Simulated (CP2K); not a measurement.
MgS (Niningerite):

```
S Mg
1.0
     3.67929    0.00000    0.00000
     1.83964    3.18636    0.00000
     1.83964    1.06212    3.00413
S Mg
1 1
Cartesian
  3.6793 2.1242 1.5021
  0.0000 0.0000 0.0000
```

Base run:

- Program: CP2K 2026.2
- Functional: PBEsol
- Potentials or basis: POTENTIAL_UZH S GTH-PBE-q6, Mg GTH-PBE-q10; TZVP-MOLOPT-PBE-GTH basis
- Density cutoff: 19048 eV
- k mesh: 9 × 9 × 9
- Occupations: gaussian, width 0.02 eV
- Spin: no spin polarisation

Its results: band gap on the k mesh 2.73 eV, indirect (least direct gap 3.51 eV); pressure 1.1 GPa.

The run is repeated on the same cell with these changes: functional from PBEsol to PBE; ngrids from 4 to 5. What comes out?

Band gap on the k mesh 2.85 eV, indirect (least direct gap 3.64 eV); pressure 2.7 GPa.

Caveats: an odd mesh through Γ misses points on the zone boundary, where band edges often lie; the basis of atomic orbitals isn't converged, which shifts pressures, moduli and gaps; the potentials were made for another functional, which shifts forces and pressure (some runs).
